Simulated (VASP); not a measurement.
A run of VASP 6.6.1 is set up as follows.

File INCAR:

```
SYSTEM = Be2C
PREC = Accurate
ENCUT = 520
EDIFF = 1E-6
ISMEAR = 0
SIGMA = 0.01
LREAL = .False.
LASPH = .True.
NELM = 60
ALGO = Normal
ISIF = 2
LWAVE = .False.
LCHARG = .False.
GGA = PE
NBANDS = 11
```

File KPOINTS:

```
regular mesh
0
Gamma
  12 12 12
  0 0 0
```

File POSCAR:

```
Be2C
1.0
    0.0000000000      2.1642401185      2.1642401185
    2.1642401185      0.0000000000      2.1642401185
    2.1642401185      2.1642401185      0.0000000000
Be C
2 1
Direct
    0.2500000000      0.2500000000      0.2500000000
    0.7500000000      0.7500000000      0.7500000000
    0.0000000000      0.0000000000      0.0000000000
```

Potentials or basis: VASP PAW PBE potentials, release 64 (Be, C).

Launch:

```bash
$ cat potpaw_PBE.64/Be/POTCAR potpaw_PBE.64/C/POTCAR > POTCAR
$ mpirun -np 1 vasp_std > vasp.out
```

Estimate the band gap on the k mesh.

1.16 eV, indirect (least direct gap 4.13 eV).

Estimate the pressure.

0.4 GPa.

A k mesh can miss the band edges.
